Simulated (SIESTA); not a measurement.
**ZnS (Wurtzite-2H) under changes of volume**

One of the cells (19.603 Å³/atom); the others are scaled copies at fixed shape and fractional positions:

```xyz
4
Lattice="3.8110 0.0000 0.0000 -1.9055 3.3004 0.0000 0.0000 0.0000 6.2340" Properties=species:S:1:pos:R:3 pbc="T T T"
Zn    1.9055    1.1001    3.1170
Zn    0.0000    2.2003    0.0000
S     1.9055    1.1001    5.5171
S     0.0000    2.2003    2.4001
```

- Program: SIESTA 5.4.2
- Functional: PBE
- Potentials or basis: PseudoDojo 0.4 standard (PBE files)
- Basis: TZDP (energy shift 0.01 Ry)
- Grid cutoff: 800 Ry
- Energy shift: 0.01 Ry
- k mesh: 8 × 8 × 5
- Occupations: fermi-dirac, width 0.05 eV
- Spin: no spin polarisation

```csv
volume (Å³/atom),energy over the lowest point (meV/atom),pressure (GPa),gap on the mesh (eV),largest force (eV/Å)
18.427,26.25,6.8,2.86,0.479
18.819,12.14,4.7,2.75,0.463
19.211,3.56,2.3,2.64,0.446
19.603,0.00,0.6,2.54,0.418
19.995,0.57,-1.2,2.45,0.389
20.387,?,?,?,?
20.779,13.70,-4.0,2.27,0.352
```

Task: What does the run at 20.387 Å³/atom give?

Result: Energy over the lowest point 5.51 meV/atom; pressure -2.7 GPa; gap on the mesh 2.36 eV; largest force 0.371 eV/Å.

Worked out: A Birch-Murnaghan fit of order 3 (a polynomial in V^(-2/3)) to the other rows has its minimum at 19.73 Å³/atom with B0 = V·E''(V) = 88 GPa and B' = 4.3 at fixed shape and positions, which overstates the stiffness. It gives 5.37 meV/atom at 20.387 Å³/atom, against the run's 5.51, and -dE/dV = -2.7 GPa, against -2.7. A straight line through the other rows of the gap, of slope -4.91 eV per unit of ln V (its deformation potential), gives 2.36 eV, against the run's 2.36.

Energies are extrapolated to zero smearing.

Caveats: semicore shells carry a single zeta, which can move pressures by several GPa and volumes by a few percent; the valence orbitals were made in a potential fitted to the semicore shell under them, which widens gaps by tenths of an eV or more; an odd mesh through Γ misses points on the zone boundary, where band edges often lie; the basis of atomic orbitals isn't converged, which shifts pressures, moduli and gaps.
